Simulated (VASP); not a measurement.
Si in VASP: convergence with ENCUT

Input of the first run (ENCUT 200 eV); the others differ in this setting and in those tied to it:

File INCAR:

```
SYSTEM = Si
  PREC = Accurate
  ENCUT = 200
  EDIFF = 1E-7
  ISMEAR = 0
  SIGMA = 0.02
  LREAL = .False.
  LASPH = .True.
  NELM = 60
  ALGO = Normal
  ISIF = 2
  LWAVE = .False.
  LCHARG = .False.
  GGA = PE
  NBANDS = 8
```

KPOINTS

```
regular mesh
0
Gamma
  9 9 8
  0 0 0
```

POSCAR

```
Si
1.0
    2.6311460000      0.0674690000      0.0379240000
   -1.2571430000      2.2222470000      0.0092250000
    0.0356930000      0.0306330000      2.4736050000
Si
1
Direct
    0.0129010000      0.0063070000     -0.0060710000
```

Potentials or basis: VASP PAW PBE potentials, release 64 (Si).

Command:

```console
$ cat potpaw_PBE.64/Si/POTCAR > POTCAR
$ mpirun -np 1 vasp_std > vasp.out
```

The cell isn't the ideal one: cell strained at random at fixed volume.

This isn't the form of Si at room conditions, which is diamond.

Hardware: 1 thread of Intel(R) Xeon(R) 6975P-C (Granite Rapids) (shared host).

```csv
ENCUT,"energy less the tightest run, at zero smearing (meV/atom)",SCF cycles,CPU time (s),peak memory (GiB)
200 eV,34.22,11,2.9,0.1
250 eV,14.31,11,3.6,0.1
300 eV,6.94,11,5.3,0.1
350 eV,1.76,11,4.6,0.11
400 eV,0.43,11,9.5,0.12
450 eV,0.13,11,10,0.13
500 eV,0.09,11,14,0.13
600 eV,0.01,11,11,0.14
800 eV,0.00,11,15,0.17
```

Against the tightest run, the energy stays within 1 meV/atom from 400 eV on. The tightest run that finished is the yardstick and may itself not be fully converged.
